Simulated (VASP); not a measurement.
**AlN: G0W0 low-scaling quasiparticle levels with PBE**

The system is AlN.

```xyz
2
Lattice="0.0000 2.0345 2.0345 2.0345 0.0000 2.0345 2.0345 2.0345 0.0000" Properties=species:S:1:pos:R:3 pbc="T T T"
Al    2.0345    2.0345    2.0345
N     0.0000    0.0000    0.0000
```

Measurements of this composition are mostly on another form, of space group No. 186.

```
Program                         : VASP 6.6.1
Task                            : G0W0 low-scaling quasiparticle levels
Functional                      : PBE
Potentials or basis             : VASP PAW PBE potentials, release 64 (Al_GW, N_GW)
Cutoff                          : 500 eV
k mesh                          : 4 × 4 × 4
Occupations                     : gaussian, width 0.01 eV
Spin                            : no spin polarisation
Cutoff of the response function : 100
Frequency points                : 16
Empty bands                     : 38
GW scheme                       : G0W0 low-scaling
GW iterations                   : 1
Further INCAR settings          : ALGO = EVGW0R; EDIFF = 1e-08; NBANDS = 42
```

The band gap on the k mesh, mean-field level is 4.38 eV, indirect (least direct gap 5.39 eV). The quasiparticle gap is 5.67 eV. The least direct quasiparticle gap is 6.93 eV and the RPA correlation energy is -5.294 eV/atom. The RPA correlation energy per cell is -10.589 eV.

Levels at points of the mesh, in eV from the valence-band top:
```csv
k point,band 1,band 2,band 3,band 4,band 5,band 6,band 7,band 8
"(0.00, 0.00, 0.00)",-17.40,0.00,0.00,0.00,5.39,12.05,12.05,12.05
"(0.50, 0.00, 0.00)",-14.21,-8.21,-1.04,-1.04,5.98,10.79,10.79,13.02
"(0.50, 0.50, 0.00)",-13.24,-7.29,-2.76,-2.76,4.38,5.29,13.82,16.91
```

It took 6.4 min on 1 thread of Intel(R) Xeon(R) Platinum 8488C (Sapphire Rapids), on a shared host, peak memory 2.2 GiB.

Caveat: the k mesh is coarse (spacing up to 0.67 Å⁻¹), so the values aren't converged; bands, screening cutoff and mesh are small and nothing is extrapolated, so the quasiparticle values aren't converged. A k mesh can miss the band edges.
